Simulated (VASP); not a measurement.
A run of VASP 6.6.1:

Contents of INCAR:

```
PREC = Accurate ; ENCUT = 350
EDIFF = 1E-7 ; ISMEAR = 0
SIGMA = 0.02 ; LREAL = False
LASPH = True ; NELM = 100
ALGO = Normal ; ISIF = 3
LWAVE = False ; LCHARG = False
GGA = CA ; IBRION = 2
NSW = 80 ; EDIFFG = -0.002
```

KPOINTS

```
Automatic mesh
0
Gamma
  6 6 6
```

File POSCAR:

```
InAs                                    
1.0
    0.0000000000      3.0133470147      3.0133470147
    3.0133470147      0.0000000000      3.0133470147
    3.0133470147      3.0133470147      0.0000000000
  In              As            
     1     1
Direct
     0.0000000000000000    0.0000000000000000    0.0000000000000000
     0.2500000000000000    0.2500000000000000    0.2500000000000000
```

Potentials or basis: VASP PAW LDA potentials, release 64 (In_d, As).

Command:

```console
$ cat potpaw_LDA.64/In_d/POTCAR potpaw_LDA.64/As/POTCAR > POTCAR
$ mpirun -np 1 vasp_std > vasp.out
```

Hardware: 1 thread of AMD EPYC 7R13 Processor (Zen 3), on a shared host.

Question: Estimate the wall time of this run.

Answer: It took 11 s on 1 thread of AMD EPYC 7R13 Processor (Zen 3) (shared host), peak memory 0.11 GiB. Counts: scf iterations 21, k points 16, ion steps 3.
